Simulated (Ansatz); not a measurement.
Here is an Ansatz 0.2.0 calculation.

Contents of input.yaml:

```yaml
crystal:
  lattice:
    - [3.811, 0.0, 0.0]
    - [-1.9055, 3.3004228138, 0.0]
    - [0.0, 0.0, 6.234]
  atoms:
    - { symbol: Zn, position: [0.6666666667, 0.3333333333, 0.5] }
    - { symbol: Zn, position: [0.3333333333, 0.6666666667, 0.0] }
    - { symbol: S, position: [0.6666666667, 0.3333333333, 0.885] }
    - { symbol: S, position: [0.3333333333, 0.6666666667, 0.385] }
hamiltonian:
  xc: blyp
  pseudopotentials: { kind: paw }
kpoints:
  mp_grid: { grid: [8, 8, 5] }
  band_path:
    path:
      - [[0.0, 0.0, 0.0], [0.5, 0.0, 0.0], [0.3333333333, 0.3333333333, 0.0], [0.0, 0.0, 0.0], [0.0, 0.0, 0.5], [0.5, 0.0, 0.5], [0.3333333333, 0.3333333333, 0.5], [0.0, 0.0, 0.5]]
      - [[0.5, 0.0, 0.5], [0.5, 0.0, 0.0]]
      - [[0.3333333333, 0.3333333333, 0.0], [0.3333333333, 0.3333333333, 0.5]]
    npoints: 14
scf:
  occupations: { method: fermi_dirac, width: 0.05 }
  n_extra_bands: 10
output:
  forces: true
  stress: true
  eigenvalues: true
  fatbands: false
  write_density: true
  write_potential: true
  elf: true
  volumetric_format: npy
```

Potentials or basis: Ansatz PAW.

The run is started by

```bash
$ ansatz run input.yaml --threads 2 --pin off --max-ram 5632MiB --backend cpu --events-out ev --progress --plain --runs-dir out
```

Task: What does it give for the pressure?

Result: 6.2 GPa.

Task: What does it give for the band gap along the path?

Result: 2.23 eV, direct.

Task: Predict the largest force.

Result: 0.339 eV/Å.

Task: Predict the band gap on the k mesh.

Result: 2.23 eV, direct.

Levels at the corners of the path, in eV from the valence-band top:
| point | band 16 | band 17 | band 18 | band 19 | band 20 | band 21 |
| --- | --- | --- | --- | --- | --- | --- |
| Γ | -0.01 | -0.01 | 0.00 | 2.23 | 2.98 | 6.32 |
| M | -2.22 | -1.52 | -0.97 | 3.67 | 4.25 | 5.29 |
| K | -2.18 | -2.17 | -2.17 | 4.62 | 5.84 | 5.84 |
| Γ | -0.01 | -0.01 | 0.00 | 2.23 | 2.98 | 6.32 |
| A | -0.45 | -0.45 | -0.45 | 3.49 | 3.49 | 6.76 |
| L | -1.64 | -1.51 | -1.51 | 3.66 | 3.66 | 5.22 |
| H | -3.06 | -1.24 | -1.24 | 4.56 | 4.56 | 6.60 |
| A | -0.45 | -0.45 | -0.45 | 3.49 | 3.49 | 6.76 |
| L | -1.64 | -1.51 | -1.51 | 3.66 | 3.66 | 5.22 |
| M | -2.22 | -1.52 | -0.97 | 3.67 | 4.25 | 5.29 |
| K | -2.18 | -2.17 | -2.17 | 4.62 | 5.84 | 5.84 |
| H | -3.06 | -1.24 | -1.24 | 4.56 | 4.56 | 6.60 |

Caveat: the PAW data sets come from PBE, with cores solved anew for the run's functional, which leaves a small shift of forces and pressure.

**Experimental background.**

A printed reference work, monograph reports, for a bulk crystal of ZnS at 4 K: band gap 3.911 eV (direct).

Against the measured gap of ZnS, 3.911 eV (direct; 4 K; a printed reference work, monograph), the calculated 2.23 eV is off by -1.69 eV. The value is that of BLYP, without temperature or zero-point motion. Semilocal functionals fall short of measured gaps as a rule.
